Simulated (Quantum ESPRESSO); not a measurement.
# Nb (Im-3m) in Quantum ESPRESSO: further runs

One crystal, Nb, is run at these levels: rev-vdW-DF2; tasks: single point, equation of state.

Program: Quantum ESPRESSO 7.5. These are calculated values, not measurements. Logs are shortened: lines on timing, memory, paths and dates and some standing lists are left out, and cuts for length are marked.

**What was measured.**

“Pressure effects on the electronic structure and superconductivity of (TaNb)0.67(HfZrTi)0.33 high entropy alloy”, 2019, arxiv:1910.08312 quotes, for a bulk crystal of Nb: bulk modulus 169 GPa.

The results are compared with them further down.

### 1 The structure

The structure is cubic, space group Im-3m (No. 229). The conventional cell has a = 3.328 Å, b = 3.328 Å, c = 3.328 Å, α = 90.00°, β = 90.00°, γ = 90.00°. Nb (site symmetry m-3m) has 8 Nb at 2.88 Å as nearest neighbours.

### 2 Single point, rev-vdW-DF2, 17.32 Å³/atom

pw.in

```
&CONTROL
  calculation = 'scf'
  prefix = 'pwscf'
  outdir = './tmp'
  pseudo_dir = './pseudo'
  tprnfor = .true.
  tstress = .true.
  disk_io = 'nowf'
/
&SYSTEM
  ibrav = 0
  nat = 1
  ntyp = 1
  ecutwfc = 82
  nbnd = 12
  input_dft = 'vdw-df2-b86r'
  occupations = 'smearing'
  smearing = 'fd'
  degauss = 0.00367493
/
&ELECTRONS
  conv_thr = 2d-10
  electron_maxstep = 120
  mixing_beta = 0.5
/
ATOMIC_SPECIES
Nb    92.9064 Nb.upf
CELL_PARAMETERS angstrom
  -1.6299823056    1.6299823056    1.6299823056
   1.6299823056   -1.6299823056    1.6299823056
   1.6299823056    1.6299823056   -1.6299823056
ATOMIC_POSITIONS crystal
Nb     0.0000000000    0.0000000000    0.0000000000
K_POINTS automatic
11 11 11 0 0 0
```

Potentials or basis: PseudoDojo 0.4.1 SR PBE standard.

Command:

```sh
$ OMP_NUM_THREADS=1 pw.x -in pw.in > pw.out
```

pw.out:

```text
This program is part of the open-source Quantum ESPRESSO suite
     for quantum simulation of materials; please cite
         "P. Giannozzi et al., J. Phys.:Condens. Matter 21 395502 (2009);
         "P. Giannozzi et al., J. Phys.:Condens. Matter 29 465901 (2017);
         "P. Giannozzi et al., J. Chem. Phys. 152 154105 (2020);
     in publications or presentations arising from this work. More details at

     IMPORTANT: XC functional enforced from input :
     Exchange-correlation= VDW-DF2-B86R
                           (   1   4  26   0   2   0   0)
     Any further DFT definition will be discarded
     Please, verify this is what you really want

     Message from routine setup:
     using ibrav=0 with symmetry is DISCOURAGED, use correct ibrav instead

     G-vector sticks info
     --------------------
     sticks:   dense  smooth     PW     G-vecs:    dense   smooth      PW
     Sum         709     709    219                11849    11849    2093

     Using Slab Decomposition

     bravais-lattice index     =            0
     lattice parameter (alat)  =       5.3351  a.u.
     unit-cell volume          =     116.8975 (a.u.)^3
     number of atoms/cell      =            1
     number of atomic types    =            1
     number of electrons       =        13.00
     number of Kohn-Sham states=           12
     kinetic-energy cutoff     =      82.0000  Ry
     charge density cutoff     =     328.0000  Ry
     scf convergence threshold =      2.0E-10
     mixing beta               =       0.5000
     number of iterations used =            8  plain     mixing
     Exchange-correlation= VDW-DF2-B86R
                           (   1   4  26   0   2   0   0)

     celldm(1)=   5.335098  celldm(2)=   0.000000  celldm(3)=   0.000000
     celldm(4)=   0.000000  celldm(5)=   0.000000  celldm(6)=   0.000000

     crystal axes: (cart. coord. in units of alat)
               a(1) = (  -0.577350   0.577350   0.577350 )
               a(2) = (   0.577350  -0.577350   0.577350 )
               a(3) = (   0.577350   0.577350  -0.577350 )

     reciprocal axes: (cart. coord. in units 2 pi/alat)
               b(1) = ( -0.000000  0.866025  0.866025 )
               b(2) = (  0.866025 -0.000000  0.866025 )
               b(3) = (  0.866025  0.866025  0.000000 )

     PseudoPot. # 1 for Nb read from file:
     Nb.upf
     Pseudo is Norm-conserving + core correction, Zval = 13.0
     Generated using ONCVPSP code by D. R. Hamann
     Using radial grid of 1680 points,  6 beta functions with:
                l(1) =   0
                l(2) =   0
                l(3) =   1
                l(4) =   1
                l(5) =   2
                l(6) =   2

     atomic species   valence    mass     pseudopotential
     Nb               13.00    92.90640     Nb( 1.00)

     48 Sym. Ops., with inversion, found

   Cartesian axes

     site n.     atom                  positions (alat units)
         1        Nb     tau(   1) = (   0.0000000   0.0000000   0.0000000  )

     number of k points=    56  Fermi-Dirac smearing, width (Ry)=  0.0037
                       cart. coord. in units 2pi/alat
        k(    1) = (   0.0000000   0.0000000   0.0000000), wk =   0.0015026
        k(    2) = (   0.0787296   0.0787296   0.0000000), wk =   0.0180316
        k(    3) = (   0.1574592   0.1574592   0.0000000), wk =   0.0180316
        k(    4) = (   0.2361887   0.2361887   0.0000000), wk =   0.0180316
        k(    5) = (   0.3149183   0.3149183   0.0000000), wk =   0.0180316
        k(    6) = (   0.3936479   0.3936479   0.0000000), wk =   0.0180316
[... 48 lines left out ...]
        k(   55) = (  -0.7872958  -0.0787296  -0.0787296), wk =   0.0120210
        k(   56) = (  -0.0000000  -0.0000000   0.7872958), wk =   0.0090158

     Dense  grid:    11849 G-vectors     FFT dimensions: (  32,  32,  32)

     Initial potential from superposition of free atoms

     starting charge      12.9977, renormalised to      13.0000

     %%%%%%%%%%%%%%%%%%%%%%%%%%%%%%%%%%%%%%%%%%%%%%%%%%%%%%%%%%%%%%%%%%%%%%%%
     %                                                                      %
     % You are using vdW-DF, which was implemented by the Thonhauser group. %
     % Please cite the following two papers that made this development      %
     % possible and the two reviews that describe the various versions:     %
     %                                                                      %
     %   T. Thonhauser et al., PRL 115, 136402 (2015).                      %
     %   T. Thonhauser et al., PRB 76, 125112 (2007).                       %
     %   K. Berland et al., Rep. Prog. Phys. 78, 066501 (2015).             %
     %   D.C. Langreth et al., J. Phys.: Condens. Matter 21, 084203 (2009). %
     %                                                                      %
     % If you are calculating stress with vdW-DF, please also cite:         %
     %                                                                      %
     %   R. Sabatini et al., J. Phys.: Condens. Matter 24, 424209 (2012).   %
     %                                                                      %
     %%%%%%%%%%%%%%%%%%%%%%%%%%%%%%%%%%%%%%%%%%%%%%%%%%%%%%%%%%%%%%%%%%%%%%%%

     %%%%%%%%%%%%%%%%%%%%%%%%%%%%%%%%%%%%%%%%%%%%%%%%%%%%%%%%%%%%%%%%%%%%%%%%
     %                                                                      %
     %  vdW-DF NEWS:                                                        %
     %                                                                      %
     %  * vdW-DF3 is now available. DOI: 10.1021/acs.jctc.0c00471           %
     %    use with input_dft = 'vdW-DF3-opt1' or 'vdW-DF3-opt2'             %
     %                                                                      %
     %  * Unscreened and range-separated hybrid vdW-DF-cx functionals       %
     %    DOI: 10.1063/1.4986522 and 10.1088/1361-648X/ac2ad2               %
     %    use with input_dft = 'vdW-DF-cx0'    and 'vdW-DF-ahcx'            %
     %  * Unscreened and range-separated hybrid vdW-DF2-b86r functionals    %
     %    DOI: 10.1063/1.4986522 and DOI: 10.1103/PhysRevX.12.041003        %
     %    use with input_dft = 'vdW-DF2-br0' and 'vdW-DF2-ahbr'             %
     %                                                                      %
     %%%%%%%%%%%%%%%%%%%%%%%%%%%%%%%%%%%%%%%%%%%%%%%%%%%%%%%%%%%%%%%%%%%%%%%%

     Starting wfcs are   10 randomized atomic wfcs +    2 random wfcs

     Self-consistent Calculation

     iteration #  1     ecut=    82.00 Ry     beta= 0.50
     Davidson diagonalization with overlap
     ethr =  1.00E-02,  avg # of iterations =  3.8

     Threshold (ethr) on eigenvalues was too large:
     Diagonalizing with lowered threshold

     Davidson diagonalization with overlap
     ethr =  6.27E-04,  avg # of iterations =  1.1

     total energy              =    -124.61865348 Ry
     estimated scf accuracy    <       0.08346375 Ry

     iteration #  2     ecut=    82.00 Ry     beta= 0.50
     Davidson diagonalization with overlap
     ethr =  6.42E-04,  avg # of iterations =  2.0

     total energy              =    -124.62886616 Ry
     estimated scf accuracy    <       0.00330851 Ry

     iteration #  3     ecut=    82.00 Ry     beta= 0.50
     Davidson diagonalization with overlap
     ethr =  2.55E-05,  avg # of iterations =  2.6

     total energy              =    -124.62916519 Ry
     estimated scf accuracy    <       0.00038344 Ry

     iteration #  4     ecut=    82.00 Ry     beta= 0.50
     Davidson diagonalization with overlap
     ethr =  2.95E-06,  avg # of iterations =  2.3

     total energy              =    -124.62918215 Ry
     estimated scf accuracy    <       0.00000714 Ry

     iteration #  5     ecut=    82.00 Ry     beta= 0.50
     Davidson diagonalization with overlap
     ethr =  5.49E-08,  avg # of iterations =  1.9

     total energy              =    -124.62918246 Ry
     estimated scf accuracy    <       0.00000121 Ry

     iteration #  6     ecut=    82.00 Ry     beta= 0.50
     Davidson diagonalization with overlap
     ethr =  9.29E-09,  avg # of iterations =  2.0

     total energy              =    -124.62918272 Ry
     estimated scf accuracy    <       0.00000001 Ry

     iteration #  7     ecut=    82.00 Ry     beta= 0.50
     Davidson diagonalization with overlap
     ethr =  8.90E-11,  avg # of iterations =  2.1

     total energy              =    -124.62918272 Ry
     estimated scf accuracy    <          2.6E-09 Ry

     iteration #  8     ecut=    82.00 Ry     beta= 0.50
     Davidson diagonalization with overlap
     ethr =  1.98E-11,  avg # of iterations =  2.0

     total energy              =    -124.62918272 Ry
     estimated scf accuracy    <          2.5E-10 Ry

     iteration #  9     ecut=    82.00 Ry     beta= 0.50
     Davidson diagonalization with overlap
     ethr =  1.92E-12,  avg # of iterations =  1.9

     End of self-consistent calculation

          k = 0.0000 0.0000 0.0000 (  1481 PWs)   bands (ev):

   -35.4992 -10.7534 -10.7534 -10.7534  12.8104  19.0446  19.0446  19.0446
    22.0850  22.0850  33.1758  33.1758

          k = 0.0787 0.0787 0.0000 (  1471 PWs)   bands (ev):

   -35.4767 -10.8859 -10.7934 -10.7546  13.1625  18.8287  18.9868  19.3885
    21.7759  22.0872  33.4583  33.9669

          k = 0.1575 0.1575 0.0000 (  1477 PWs)   bands (ev):

   -35.4158 -11.2314 -10.8992 -10.7579  14.0653  18.3034  18.7313  20.3844
    21.4497  22.1356  33.8348  35.3299

          k = 0.2362 0.2362 0.0000 (  1465 PWs)   bands (ev):

   -35.3349 -11.6647 -11.0347 -10.7625  14.9328  17.7055  18.7026  21.6342
    21.9149  22.2987  33.1111  34.9142

          k = 0.3149 0.3149 0.0000 (  1462 PWs)   bands (ev):

   -35.2595 -12.0463 -11.1563 -10.7667  15.0599  17.2216  19.7204  22.0328
    22.5713  23.7192  31.6945  33.0906

          k = 0.3936 0.3936 0.0000 (  1462 PWs)   bands (ev):

   -35.2142 -12.2664 -11.2274 -10.7693  14.8825  16.9572  21.0456  22.1810
    22.8104  25.1677  30.7259  31.6513

          k = 0.1575 0.0787 0.0787 (  1467 PWs)   bands (ev):

   -35.4349 -11.1230 -10.8386 -10.7864  13.8030  18.5564  18.6667  20.1270
    21.3708  22.2091  33.9629  34.7468

          k = 0.2362 0.1575 0.0787 (  1468 PWs)   bands (ev):

   -35.3640 -11.4923 -10.9671 -10.8026  14.7901  18.0064  18.3368  21.2204
    21.5005  22.4352  34.0383  35.2268

          k = 0.3149 0.2362 0.0787 (  1471 PWs)   bands (ev):

   -35.2858 -11.8731 -11.1192 -10.8105  15.3428  17.4709  18.6973  21.5737
    22.6672  23.2763  32.6427  34.0895
[... 206 lines left out ...]
          k = 0.0787-0.0787 0.6298 (  1459 PWs)   bands (ev):

   -35.0890 -11.9053 -11.6525 -11.4293  15.8237  16.1471  20.1861  21.8054
    23.7353  26.5643  31.7480  32.6106

          k =-0.7873-0.1575-0.1575 (  1458 PWs)   bands (ev):

   -35.0713 -11.9273 -11.7349 -11.4229  15.6816  15.9636  20.0806  22.3516
    24.1867  28.6148  29.8256  31.2283

          k =-0.0000-0.0000 0.6298 (  1449 PWs)   bands (ev):

   -35.0799 -11.7961 -11.6180 -11.6180  15.6121  15.9450  21.6704  21.6704
    23.2533  25.5166  32.8101  32.8101

          k =-0.0000-0.0787 0.7086 (  1457 PWs)   bands (ev):

   -35.0462 -11.8746 -11.6988 -11.6381  15.2616  15.4853  22.0826  22.3294
    24.4289  27.2740  30.3137  30.9752

          k =-0.7873-0.0787-0.0787 (  1464 PWs)   bands (ev):

   -35.0301 -11.8213 -11.8213 -11.6505  15.1435  15.1435  22.2146  24.0116
    24.0116  28.9840  28.9840  29.4069

          k =-0.0000-0.0000 0.7873 (  1464 PWs)   bands (ev):

   -35.0147 -11.8060 -11.7812 -11.7812  14.8613  14.9259  23.9430  23.9430
    24.4043  27.7881  29.0597  29.0597

     the Fermi energy is    18.6984 ev

!    total energy              =    -124.62918272 Ry
     estimated scf accuracy    <          2.4E-12 Ry
     smearing contrib. (-TS)   =      -0.00116743 Ry
     internal energy E=F+TS    =    -124.62801529 Ry

     The total energy is F=E-TS. E is the sum of the following terms:
     one-electron contribution =     -12.97799027 Ry
     hartree contribution      =      14.42161789 Ry
     xc contribution           =     -26.23617273 Ry
     ewald contribution        =     -99.83547018 Ry

     convergence has been achieved in   9 iterations

     Forces acting on atoms (cartesian axes, Ry/au):

     atom    1 type  1   force =     0.00000000    0.00000000    0.00000000

     Total force =     0.000000     Total SCF correction =     0.000000

     Computing stress (Cartesian axis) and pressure

          total   stress  (Ry/bohr**3)                   (kbar)     P=       57.98
   0.00039413  -0.00000000  -0.00000000           57.98       -0.00       -0.00
  -0.00000000   0.00039413  -0.00000000           -0.00       57.98       -0.00
  -0.00000000  -0.00000000   0.00039413           -0.00       -0.00       57.98

=------------------------------------------------------------------------------=
   JOB DONE.
=------------------------------------------------------------------------------=
```

Run time: 62 s. Hardware: 1 thread of Arm Neoverse V2, shared host; peak memory 0.07 GiB.

What came out:

| Property | Result |
| --- | --- |
| Free energy | -1695.6664 eV |
| Pressure | 5.8 GPa |
| Band gap on the k mesh | none (metal or under the smearing width) |

Caveat: the potentials were made for another functional, which shifts forces and pressure.

### 3 Single point, rev-vdW-DF2, 17.69 Å³/atom

Edit pw.in of step 2 so:

```diff
@@ -28,5 +28,5 @@
 CELL_PARAMETERS angstrom
-  -1.6299823056    1.6299823056    1.6299823056
-   1.6299823056   -1.6299823056    1.6299823056
-   1.6299823056    1.6299823056   -1.6299823056
+  -1.6414614324    1.6414614324    1.6414614324
+   1.6414614324   -1.6414614324    1.6414614324
+   1.6414614324    1.6414614324   -1.6414614324
 ATOMIC_POSITIONS crystal
```

Potentials or basis: PseudoDojo 0.4.1 SR PBE standard.

Command:

```sh
$ OMP_NUM_THREADS=1 pw.x -in pw.in > pw.out
```

It took 60 s on 1 thread of Arm Neoverse V2, shared host; peak memory 0.07 GiB.

The run converged. Its results:

* Free energy: -1695.6753 eV
* Pressure: 1.9 GPa
* Band gap on the k mesh: none (metal or under the smearing width)

Caveat: the potentials were made for another functional, which shifts forces and pressure.

### 4 Single point, rev-vdW-DF2, 18.06 Å³/atom

Edit pw.in of step 3 so:

```diff
@@ -28,5 +28,5 @@
 CELL_PARAMETERS angstrom
-  -1.6414614324    1.6414614324    1.6414614324
-   1.6414614324   -1.6414614324    1.6414614324
-   1.6414614324    1.6414614324   -1.6414614324
+  -1.6527822138    1.6527822138    1.6527822138
+   1.6527822138   -1.6527822138    1.6527822138
+   1.6527822138    1.6527822138   -1.6527822138
 ATOMIC_POSITIONS crystal
```

Command:

```sh
$ OMP_NUM_THREADS=1 pw.x -in pw.in > pw.out
```

It took 61 s on 1 thread of Arm Neoverse V2, shared host; peak memory 0.07 GiB.

The run converged. Its results:

* Free energy: -1695.6757 eV
* Pressure: -1.7 GPa
* Band gap on the k mesh: none (metal or under the smearing width)

Caveat: the potentials were made for another functional, which shifts forces and pressure.

### 5 Single point, rev-vdW-DF2, 18.43 Å³/atom

Edit pw.in of step 4 so:

```diff
@@ -28,5 +28,5 @@
 CELL_PARAMETERS angstrom
-  -1.6527822138    1.6527822138    1.6527822138
-   1.6527822138   -1.6527822138    1.6527822138
-   1.6527822138    1.6527822138   -1.6527822138
+  -1.6639500000    1.6639500000    1.6639500000
+   1.6639500000   -1.6639500000    1.6639500000
+   1.6639500000    1.6639500000   -1.6639500000
 ATOMIC_POSITIONS crystal
```

Command:

```sh
$ OMP_NUM_THREADS=1 pw.x -in pw.in > pw.out
```

It took 61 s on 1 thread of Arm Neoverse V2, shared host; peak memory 0.07 GiB.

Results (log left out):

| Quantity | Value |
| --- | --- |
| Free energy | -1695.6681 eV |
| Pressure | -5.0 GPa |
| Band gap on the k mesh | none (metal or under the smearing width) |

Caveat: the potentials were made for another functional, which shifts forces and pressure.

### 6 Single point, rev-vdW-DF2, 18.80 Å³/atom

Edit pw.in of step 5 so:

```diff
@@ -28,5 +28,5 @@
 CELL_PARAMETERS angstrom
-  -1.6639500000    1.6639500000    1.6639500000
-   1.6639500000   -1.6639500000    1.6639500000
-   1.6639500000    1.6639500000   -1.6639500000
+  -1.6749698576    1.6749698576    1.6749698576
+   1.6749698576   -1.6749698576    1.6749698576
+   1.6749698576    1.6749698576   -1.6749698576
 ATOMIC_POSITIONS crystal
```

Potentials or basis: PseudoDojo 0.4.1 SR PBE standard.

Command:

```sh
$ OMP_NUM_THREADS=1 pw.x -in pw.in > pw.out
```

It took 61 s on 1 thread of Arm Neoverse V2, shared host; peak memory 0.07 GiB.

The run converged. Its results:

```
Free energy            : -1695.6533 eV
Pressure               : -8.0 GPa
Band gap on the k mesh : none (metal or under the smearing width)
```

Caveat: the potentials were made for another functional, which shifts forces and pressure.

### 7 Single point, rev-vdW-DF2, 19.17 Å³/atom

Edit pw.in of step 6 so:

```diff
@@ -28,5 +28,5 @@
 CELL_PARAMETERS angstrom
-  -1.6749698576    1.6749698576    1.6749698576
-   1.6749698576   -1.6749698576    1.6749698576
-   1.6749698576    1.6749698576   -1.6749698576
+  -1.6858465900    1.6858465900    1.6858465900
+   1.6858465900   -1.6858465900    1.6858465900
+   1.6858465900    1.6858465900   -1.6858465900
 ATOMIC_POSITIONS crystal
```

Command:

```sh
$ OMP_NUM_THREADS=1 pw.x -in pw.in > pw.out
```

Wall time 61 s (1 thread of Arm Neoverse V2, shared host); peak memory 0.07 GiB.

Results (log left out):

* Free energy: -1695.6318 eV
* Pressure: -10.7 GPa
* Band gap on the k mesh: none (metal or under the smearing width)

Caveat: the potentials were made for another functional, which shifts forces and pressure.

### 8 Single point, rev-vdW-DF2, 19.53 Å³/atom

Edit pw.in of step 7 so:

```diff
@@ -28,5 +28,5 @@
 CELL_PARAMETERS angstrom
-  -1.6858465900    1.6858465900    1.6858465900
-   1.6858465900   -1.6858465900    1.6858465900
-   1.6858465900    1.6858465900   -1.6858465900
+  -1.6965847559    1.6965847559    1.6965847559
+   1.6965847559   -1.6965847559    1.6965847559
+   1.6965847559    1.6965847559   -1.6965847559
 ATOMIC_POSITIONS crystal
```

Command:

```sh
$ OMP_NUM_THREADS=1 pw.x -in pw.in > pw.out
```

Wall time 62 s (1 thread of Arm Neoverse V2, shared host); peak memory 0.07 GiB.

Results (log left out):

- Free energy: -1695.6044 eV
- Pressure: -13.2 GPa
- Band gap on the k mesh: none (metal or under the smearing width)

Caveat: the potentials were made for another functional, which shifts forces and pressure.

### 9 Equation of state, rev-vdW-DF2

Potentials or basis: PseudoDojo 0.4.1 SR PBE standard.

This step only gathers the single runs of the series.

Results:

* Equilibrium volume: 17.89 Å³/atom
* Bulk modulus: 173 GPa
* Pressure derivative of the bulk modulus: 3.2

Energy against volume, from the lowest point:
| volume (Å³/atom) | energy (meV/atom) |
| --- | --- |
| 17.322 | 9.25 |
| 17.691 | 0.33 |
| 18.060 | 0.00 |
| 18.428 | 7.57 |
| 18.797 | 22.38 |
| 19.165 | 43.82 |
| 19.534 | 71.32 |

Caveat: the potentials were made for another functional, which shifts forces and pressure.

### 10 Comparison with measurements

Step 9. A measured bulk modulus of Nb is 169 GPa (quoted in “Pressure effects on the electronic structure and superconductivity of (TaNb)0.67(HfZrTi)0.33 high entropy alloy”, 2019, arxiv:1910.08312); the calculated 173 GPa misses it by +2.5 %. The fit is for a static lattice scaled at fixed shape and fixed fractional positions.
